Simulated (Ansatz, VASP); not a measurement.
**P: VASP beside Ansatz**

INCAR

```
SYSTEM = P
ALGO = Normal
EDIFF = 1E-6
EDIFFG = -0.005
ENCUT = 600
GGA = CA
IBRION = 2
ISIF = 3
ISMEAR = 0
LASPH = .True.
LCHARG = .False.
LREAL = .False.
LWAVE = .False.
NELM = 100
NSW = 70
PREC = Accurate
SIGMA = 0.1
```

Contents of KPOINTS:

```
k-points
0
Gamma
  15 15 15
  0 0 0
```

Contents of POSCAR:

```
P
1.0
    1.7132924525      0.9891698586      2.9115578036
   -1.7132924525      0.9891698586      2.9115578036
    0.0000000000     -1.9783397173      2.9115578036
P
2
Direct
    0.2340199604      0.2340199604      0.2340199604
    0.7659800396      0.7659800396      0.7659800396
```

Input for Ansatz:

```yaml
crystal:
  lattice:
    - [1.7132924525, 0.9891698586, 2.9115578036]
    - [-1.7132924525, 0.9891698586, 2.9115578036]
    - [0.0, -1.9783397173, 2.9115578036]
  atoms:
    - { symbol: P, position: [0.2340199604, 0.2340199604, 0.2340199604] }
    - { symbol: P, position: [0.7659800396, 0.7659800396, 0.7659800396] }
basis:
  ecutwfc: 420
kpoints:
  mp_grid: { grid: [15, 15, 15] }
hamiltonian:
  xc: lda
scf:
  occupations: { method: gaussian, width: 0.1 }
output:
  forces: true
  stress: true
  eigenvalues: true
relax:
  adjacent_minimum: "off"
  f_tol: 0.005
  max_steps: 50
  cell: { stress_tol: 0.05 }
```

Alike in both runs: task relaxation of cell and atoms; functional LDA; k mesh 15 × 15 × 15; occupations gaussian, width 0.1 eV; no spin polarisation.

|  | VASP | Ansatz |
| --- | --- | --- |
| version | VASP 6.6.1 | Ansatz 0.2.0 |
| potentials or method | VASP PAW LDA potentials, release 64 (P) | scalar-relativistic, plane waves, PAW |
| plane-wave cutoff (eV) | 600 | 420 |
| valence electrons in the cell | 10 | 10 |

VASP gave:

| Quantity | Value |
| --- | --- |
| gap on the k mesh at the Fermi level, each at its own relaxed structure (eV) | none |
| relaxed volume (Å³/atom) | 14.86 |
| relaxed cell length with the largest relative difference (Å) | 3.530 |

Problem. Which values does Ansatz return?

Solution. gap on the k mesh at the Fermi level, each at its own relaxed structure (eV): none; relaxed volume (Å³/atom): 14.86; relaxed cell length with the largest relative difference (Å): 3.529.

A gap of «none» marks a metal or a gap that the smearing closes.
